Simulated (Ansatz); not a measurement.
# Nb (Im-3m) in Ansatz: settings compared

The runs below take Nb through density of states, single point, equation of state, with PBE+U, PBE-LDA.

All numbers are computed with Ansatz 0.2.0; they aren't measurements. Logs are shortened: lines on timing, memory, paths and dates and some standing lists are left out, and cuts for length are marked.

**The experiment to reproduce.**

From “Pressure effects on the electronic structure and superconductivity of (TaNb)0.67(HfZrTi)0.33 high entropy alloy”, 2019, arxiv:1910.08312, for a bulk crystal of Nb: bulk modulus 169 GPa.

The results are compared with them further down.

**1. Starting point**

Symmetry: Im-3m, No. 229, cubic system. The conventional cell has a = 3.328 Å, b = 3.328 Å, c = 3.328 Å, α = 90.00°, β = 90.00°, γ = 90.00°. Nb (site symmetry m-3m) is surrounded by 8 Nb at 2.88 Å.

**2. Density of states, PBE+U (cell stretched)**

The input, input.yaml:

```yaml
crystal:
  lattice: { a: 3.41437737, b: 3.41437737, c: 3.41437737, alpha: 90.0, beta: 90.0, gamma: 90.0 }
  space_group: 229
  setting: { hermann_mauguin: Im-3m }
  reduce_to_primitive: true
  atoms:
    - { symbol: Nb, position: [0.0, 0.0, 0.0] }
kpoints:
  mp_grid: { grid: [11, 11, 11], shift: [0.5, 0.5, 0.5] }
scf:
  occupations: { method: fermi_dirac, width: 0.025 }
  convergence: { dr2_threshold: 0.0001 }
hamiltonian:
  xc: pbe
  pseudopotentials: { kind: all_electron, lapw: { basis_error: 0.001 } }
  hubbard:
    sites: [{ species: Nb, l: d, u_eff: 2 }]
    double_counting: amf
    projectors: atomic
output:
  forces: true
  stress: true
  eigenvalues: true
  dos: { projected: false, de: 0.1, e_range: [-10, 10] }
  hubbard: {}
```

Potentials or basis: all-electron LAPW, scalar-relativistic.

Command:

```bash
$ ansatz run input.yaml --threads 1 --pin off --max-ram 2560MiB --backend cpu --events-out ev --progress --plain --runs-dir out
```

The program printed:

```text
Warning: scf.convergence.dr2_threshold = 1e-4 eV is looser than this run's default, which is 1e-7 eV or tighter. The error in the forces grows as the threshold's square root, so leave the key out unless less accurate forces are enough
Warning: output.stress: scf.convergence.dr2_threshold = 1e-4 eV is looser than the 1e-7 eV advised for a printed stress on datasets or a basis made for the crystal, by an estimate of what a threshold leaves in their stress. Set scf.convergence.dr2_threshold to 1e-7 eV or tighter
Warning: RAYON_NUM_THREADS=1 ignored (pool sized by the plan → 1); use --threads N
crystal.space_group: 229 is read as Im-3m: the typed cell holds Nb2 (Nb 2a). Least distances (Å): Nb–Nb 2.957
Nb: projections on atomic orbitals take those of the free atom 1s2 2s2 2p6 3s2 3p6 3d10 4s2 4p6 4d4 5s1, of charge +0.00 (hamiltonian.pseudopotentials.projection_atoms)
LAPW: plane waves up to 7.344 Å⁻¹, error target 1.0e-3 eV per atom; small_component_spin mean_spin; Nb in spheres of 1.478 Å, 23 of its electrons in bands, Dirac shells [] (how accurate: hamiltonian.pseudopotentials.lapw.basis_error, Limitations)
Engine: ansatz 0.2.0, aarch64-unknown-linux-gnu
Pseudopotentials: kind: all_electron
Pseudopotential: Nb, LAPW, valence charge 23, lapw/all_electron/scalar/gaussian/Nb, Koelling and Harmon's equation, gaussian nucleus
Functional definition: PBE
  parameter kappa = 0.804
  parameter beta = 0.06672455060314922
  exchange = pbe_x(kappa = kappa, mu = beta*pi^2/3)
  correlation = pbe_c(beta = beta)
Crystal: 1 atoms, lattice volume = 19.902 Å³
Basis set: ecut = 205.47389942889205 eV, 135 PW (Γ), exchange–correlation at level 2
Bands: 16, of which v1, the nominal top of the filled ones, is band 12 counted from 1 (11 counted from 0)
Symmetry: 48 space group operations
Space group: Im-3m (ITA 229), of the structure as read, at distance tolerance 2.7e-5 Å
k-points: 56 of 1331
Non-local potential: Nb, projectors of the file, none
Initial density: superposition of atomic densities (chi_scale 0.1, normalization cell)
Initial wavefunctions: plane waves of lowest kinetic energy (no species holds an atomic orbital)
Functional: x = pbe(κ = 0.804, μ = 0.2195149727645171), c = pbe(β = 0.06672455060314922)
iter 1 solved again at ethr=1.12e-3 eV; its pass at ethr=1.00e-1 eV (dr2=2.57e-1 eV) is discarded
SCF iter   1: F=—  HF=-103946.167188 eV  |F-HF|=—  |Δ(HF+E_count)|=         —  Δρ=4.14e-2  dr2=2.58e-1  ethr=1.12e-3  ⟨swp⟩=2.4  Hψ=5860  notcnv=0
preconditioner: auto → Kerker (q_TF=auto, 2.795 Å⁻¹)  [metal: Δε(μ)=0.014 eV  Ē_g=7.214 eV  σ=0.025 eV  W_gap=0.14  n_scr=12 (ndim 8)  ℏωp=18.6 eV  f_vac=0.000  D(μ)=2.44/eV (n_scr^D=42)]
SCF iter   2: F=—  HF=-103945.659746 eV  |F-HF|=—  |Δ(HF+E_count)|=   5.07e-1  Δρ=1.71e-2  dr2=5.18e-2  ethr=1.12e-3  ⟨swp⟩=2.1  Hψ=2808  notcnv=0
SCF iter   3: F=—  HF=-103945.645194 eV  |F-HF|=—  |Δ(HF+E_count)|=   1.46e-2  Δρ=9.23e-3  dr2=1.78e-2  ethr=2.25e-4  ⟨swp⟩=2.0  Hψ=2709  notcnv=0  defer=1
SCF iter   4: F=—  HF=-103945.645461 eV  |F-HF|=—  |Δ(HF+E_count)|=         —  Δρ=3.70e-3  dr2=3.39e-3  ethr=7.72e-5  ⟨swp⟩=2.0  Hψ=2462  notcnv=0
the basis was enlarged: its passes take 268.0 KiB over the memory plan, 1 of 1 planned eigensolver slots
SCF iter   5: F=—  HF=-103945.646126 eV  |F-HF|=—  |Δ(HF+E_count)|=   6.65e-4  Δρ=1.43e-3  dr2=5.25e-4  ethr=1.47e-5  ⟨swp⟩=2.0  Hψ=2557  notcnv=0
iter 6 solved again at ethr=3.02e-8 eV; its pass at ethr=2.28e-6 eV (dr2=6.94e-6 eV) is discarded
SCF iter   6: F=-103945.646143 eV  HF=-103945.646144 eV  |F-HF|=1.45e-6  |Δ(HF+E_count)|=   1.81e-5  Δρ=2.06e-4  dr2=6.92e-6  ethr=3.02e-8  ⟨swp⟩=2.0  Hψ=4322  notcnv=0
SCF 1 converged in 6 iterations: F = -103945.646143 eV  dr2 = 6.92e-6
SCF converged after 6 iterations
Free energy (F): -103945.646143 eV
Harris-Foulkes:  -103945.646144 eV  (|F-HF|=1.45e-6)
Internal energy: -103945.641502 eV  (E = F + TS)
E sigma→0 (E₀):  -103945.643822 eV
Entropy (-TS):   -0.004641 eV (-4.641 meV/atom)
Fermi energy:    17.757540 eV
--- Per-component energies (eV) ---
  E_band       = -1814.054536
  E_kinetic    = 107535.421100
  E_xc         = -3238.696437
  E_hubbard    = -0.006781  (on-site DFT+U / exact-exchange correction)
  E_vhub       = -0.013498  (the Hubbard potential's part of the band-sum identity)
  E_electrostatic = -208242.359383  (all electrons and nuclei)
  E_smearing   = -0.004641  (= −TS)
  E_closure    = 0.000000  (closes the sum)
  E_atoms      = -103935.548123  (free atoms, spherical and without spin; not in F)
  Σ components = -103945.646143   (vs F -103945.646143, Δ=0.00e0)
  Basis errors (estimates in eV, not in F): energy 2.3e-4 per atom: plane waves 1.8e-4 (9.7e-5 summed), levels above the bands 3.3e-146, relativity 6.0e-8, radial functions 4.8e-5, core shells 1.4e-6; eigenvalues (radial functions only) 2.2e-6; not estimated: angular momenta, meshes, grids; target (lapw.basis_error) 1.0e-3; muffin-tin radii Nb 1.478 Å
DFT+U double counting: amf (around mean field; hamiltonian.hubbard.double_counting)
--- Forces (eV/Å), atoms counted from 1 ---
  atom   1  Nb     0.00000000    -0.00000000    -0.00000000
  max |Σ_I F_I| component: 6.57e-32 eV/Å
--- Stress (GPa, compression-positive) ---
      -13.332600       0.000000       0.000000
        0.000000     -13.332600      -0.000000
        0.000000      -0.000000     -13.332600
  P = ⅓ Tr σ = -13.3326 GPa (-133.326 kbar)
--- Band table (eV; the first three rows and the last of 56) ---
  k-point 0: bands = ["-174.6001", "-174.6001", "-174.5839", "-174.5839", "-174.5839", "-36.6993", "-12.3438", "-12.2250", "-12.2250", "12.4932", "17.8935", "17.8935", "18.6168", "20.6325", "20.6325", "31.9205"]
  k-point 1: bands = ["-174.6001", "-174.6001", "-174.5839", "-174.5839", "-174.5839", "-36.6673", "-12.5534", "-12.2920", "-12.2277", "13.2777", "17.4368", "17.6258", "19.5262", "20.3478", "20.7753", "32.2364"]
  k-point 2: bands = ["-174.6001", "-174.6001", "-174.5839", "-174.5839", "-174.5839", "-36.6247", "-12.8082", "-12.3907", "-12.2313", "14.2038", "16.9392", "17.4637", "20.3944", "20.8629", "20.9606", "31.3832"]
  k-point 55: bands = ["-174.6001", "-174.6001", "-174.5839", "-174.5839", "-174.5839", "-36.4367", "-12.8981", "-12.8981", "-12.8981", "14.6884", "14.6884", "22.6897", "22.6897", "22.6897", "26.0226", "26.0226"]
Occupation matrices written to <dir>
--- Occupation matrices: 1 shell (run DFT+U table (atomic); ε = 2.00e-2, under-converged) ---
  Nb0 d_4D: site group Oh (m-3m)
  Nb0 d_4D -      Tr n = 3.0099  λ = 0.570 0.570 0.623 0.623 0.623  [2× z2 0.50 (Eg 1.00) Eg(1.00) | 3× xz 0.33 (T2g 1.00) T2g(1.00)]
  Tr n, λ and their labels are of the run-group-symmetrised matrices; stabiliser: 96 of 96 elements of G0×{1,Θ} (closed), max defect 1.8e-15 at τ = 3.1e-2
```

It took 4.7 s on 1 thread of Arm Neoverse V1, shared host; peak memory 0.25 GiB.

The run converged, but some of its settings lie outside the range that counts as converged (typed here: scf.convergence.dr2_threshold = 0.0001; kpoints.mp_grid.shift = [0.5, 0.5, 0.5]), so its numbers aren't taken as properties of the crystal.

What came out:

| Property | Result |
| --- | --- |
| Free energy | -103945.6461 eV |
| Pressure | -13.3 GPa |
| Band gap on the k mesh | none (metal or under the smearing width) |

Caveat: U without spin polarisation on a metal has little footing; the U is typed as a test and isn't derived for this compound; the thresholds are loose for stress.

**3. Single point, PBE-LDA, 17.32 Å³/atom (volume scaled by 0.94)**

The input, input.yaml:

```yaml
crystal:
  lattice:
    - [-1.6299823056, 1.6299823056, 1.6299823056]
    - [1.6299823056, -1.6299823056, 1.6299823056]
    - [1.6299823056, 1.6299823056, -1.6299823056]
  atoms:
    - { symbol: Nb, position: [0.0, 0.0, 0.0] }
kpoints:
  mp_grid: { grid: [11, 11, 11] }
scf:
  occupations: { method: gaussian, width: 0.025 }
hamiltonian:
  xc: { exchange: pbe, correlation: lda }
  pseudopotentials: { kind: all_electron, lapw: { basis_error: 0.001 } }
output:
  forces: true
  stress: true
  eigenvalues: true
```

Potentials or basis: all-electron LAPW, scalar-relativistic.

Command:

```bash
$ ansatz run input.yaml --threads 1 --pin off --max-ram 2560MiB --backend cpu --events-out ev --progress --plain --runs-dir out
```

Run time: 4 s. Hardware: 1 thread of Arm Neoverse V1, shared host; peak memory 0.24 GiB.

It converged, with:

```yaml
Free_energy: -103991.0916 eV
Pressure: 18.7 GPa
Band_gap_on_the_k_mesh: none (metal or under the smearing width)
```

**4. Single point, PBE-LDA, 17.69 Å³/atom (volume scaled by 0.96)**

input.yaml, as its differences from that of step 3:

```diff
@@ -2,5 +2,5 @@
   lattice:
-    - [-1.6299823056, 1.6299823056, 1.6299823056]
-    - [1.6299823056, -1.6299823056, 1.6299823056]
-    - [1.6299823056, 1.6299823056, -1.6299823056]
+    - [-1.6414614324, 1.6414614324, 1.6414614324]
+    - [1.6414614324, -1.6414614324, 1.6414614324]
+    - [1.6414614324, 1.6414614324, -1.6414614324]
   atoms:
```

Command:

```bash
$ ansatz run input.yaml --threads 1 --pin off --max-ram 2560MiB --backend cpu --events-out ev --progress --plain --runs-dir out
```

Wall time 4.2 s (1 thread of Arm Neoverse V1, shared host); peak memory 0.24 GiB.

Results (log left out):

```yaml
Free_energy: -103991.1293 eV
Pressure: 14.2 GPa
Band_gap_on_the_k_mesh: none (metal or under the smearing width)
```

**5. Single point, PBE-LDA, 18.06 Å³/atom (volume scaled by 0.98)**

input.yaml, as its differences from that of step 4:

```diff
@@ -2,5 +2,5 @@
   lattice:
-    - [-1.6414614324, 1.6414614324, 1.6414614324]
-    - [1.6414614324, -1.6414614324, 1.6414614324]
-    - [1.6414614324, 1.6414614324, -1.6414614324]
+    - [-1.6527822138, 1.6527822138, 1.6527822138]
+    - [1.6527822138, -1.6527822138, 1.6527822138]
+    - [1.6527822138, 1.6527822138, -1.6527822138]
   atoms:
```

Command:

```bash
$ ansatz run input.yaml --threads 1 --pin off --max-ram 2560MiB --backend cpu --events-out ev --progress --plain --runs-dir out
```

Wall time 4.8 s (1 thread of Arm Neoverse V1, shared host); peak memory 0.24 GiB.

It converged, with:

| Item | Value |
| --- | --- |
| Free energy | -103991.1573 eV |
| Pressure | 10.2 GPa |
| Band gap on the k mesh | none (metal or under the smearing width) |

**6. Single point, PBE-LDA, 18.43 Å³/atom**

input.yaml, as its differences from that of step 5:

```diff
@@ -2,5 +2,5 @@
   lattice:
-    - [-1.6527822138, 1.6527822138, 1.6527822138]
-    - [1.6527822138, -1.6527822138, 1.6527822138]
-    - [1.6527822138, 1.6527822138, -1.6527822138]
+    - [-1.66395, 1.66395, 1.66395]
+    - [1.66395, -1.66395, 1.66395]
+    - [1.66395, 1.66395, -1.66395]
   atoms:
```

Potentials or basis: all-electron LAPW, scalar-relativistic.

Command:

```bash
$ ansatz run input.yaml --threads 1 --pin off --max-ram 2560MiB --backend cpu --events-out ev --progress --plain --runs-dir out
```

Wall time 4 s (1 thread of Arm Neoverse V1, shared host); peak memory 0.24 GiB.

Results (log left out):

```
Free energy            : -103991.1767 eV
Pressure               : 6.7 GPa
Band gap on the k mesh : none (metal or under the smearing width)
```

**7. Single point, PBE-LDA, 18.80 Å³/atom (volume scaled by 1.02)**

input.yaml, as its differences from that of step 6:

```diff
@@ -2,5 +2,5 @@
   lattice:
-    - [-1.66395, 1.66395, 1.66395]
-    - [1.66395, -1.66395, 1.66395]
-    - [1.66395, 1.66395, -1.66395]
+    - [-1.6749698576, 1.6749698576, 1.6749698576]
+    - [1.6749698576, -1.6749698576, 1.6749698576]
+    - [1.6749698576, 1.6749698576, -1.6749698576]
   atoms:
```

Command:

```bash
$ ansatz run input.yaml --threads 1 --pin off --max-ram 2560MiB --backend cpu --events-out ev --progress --plain --runs-dir out
```

Run time: 4.6 s. Hardware: 1 thread of Arm Neoverse V1, shared host; peak memory 0.24 GiB.

The run converged. Its results:

* Free energy: -103991.1884 eV
* Pressure: 3.5 GPa
* Band gap on the k mesh: none (metal or under the smearing width)

**8. Single point, PBE-LDA, 19.17 Å³/atom (volume scaled by 1.04)**

input.yaml, as its differences from that of step 7:

```diff
@@ -2,5 +2,5 @@
   lattice:
-    - [-1.6749698576, 1.6749698576, 1.6749698576]
-    - [1.6749698576, -1.6749698576, 1.6749698576]
-    - [1.6749698576, 1.6749698576, -1.6749698576]
+    - [-1.68584659, 1.68584659, 1.68584659]
+    - [1.68584659, -1.68584659, 1.68584659]
+    - [1.68584659, 1.68584659, -1.68584659]
   atoms:
```

Command:

```bash
$ ansatz run input.yaml --threads 1 --pin off --max-ram 2560MiB --backend cpu --events-out ev --progress --plain --runs-dir out
```

Run time: 4.8 s. Hardware: 1 thread of Arm Neoverse V1, shared host; peak memory 0.24 GiB.

It converged, with:

```yaml
Free_energy: -103991.1929 eV
Pressure: 0.5 GPa
Band_gap_on_the_k_mesh: none (metal or under the smearing width)
```

**9. Single point, PBE-LDA, 19.53 Å³/atom (volume scaled by 1.06)**

input.yaml, as its differences from that of step 8:

```diff
@@ -2,5 +2,5 @@
   lattice:
-    - [-1.68584659, 1.68584659, 1.68584659]
-    - [1.68584659, -1.68584659, 1.68584659]
-    - [1.68584659, 1.68584659, -1.68584659]
+    - [-1.6965847559, 1.6965847559, 1.6965847559]
+    - [1.6965847559, -1.6965847559, 1.6965847559]
+    - [1.6965847559, 1.6965847559, -1.6965847559]
   atoms:
```

Potentials or basis: all-electron LAPW, scalar-relativistic.

Command:

```bash
$ ansatz run input.yaml --threads 1 --pin off --max-ram 2560MiB --backend cpu --events-out ev --progress --plain --runs-dir out
```

Wall time 4 s (1 thread of Arm Neoverse V1, shared host); peak memory 0.24 GiB.

The run converged. Its results:

```yaml
Free_energy: -103991.1909 eV
Pressure: -2.2 GPa
Band_gap_on_the_k_mesh: none (metal or under the smearing width)
```

**10. Equation of state, PBE-LDA**

This step only gathers the single runs of the series.

Results:

```
Equilibrium volume                      : 19.23 Å³/atom
Bulk modulus                            : 144 GPa
Pressure derivative of the bulk modulus : 4.0 (rough: it moves with the points fitted)
```

Energy against volume, from the lowest point:
```csv
volume (Å³/atom),energy (meV/atom)
17.322,101.37
17.691,63.65
18.060,35.67
18.428,16.25
18.797,4.52
19.165,0.00
19.534,2.03
```

**11. How close it comes**

Step 10. Measured bulk modulus of Nb: 169 GPa (quoted in “Pressure effects on the electronic structure and superconductivity of (TaNb)0.67(HfZrTi)0.33 high entropy alloy”, 2019, arxiv:1910.08312). This calculation gives 144 GPa (-14.7 %). The fit is for a static lattice scaled at fixed shape and fixed fractional positions.
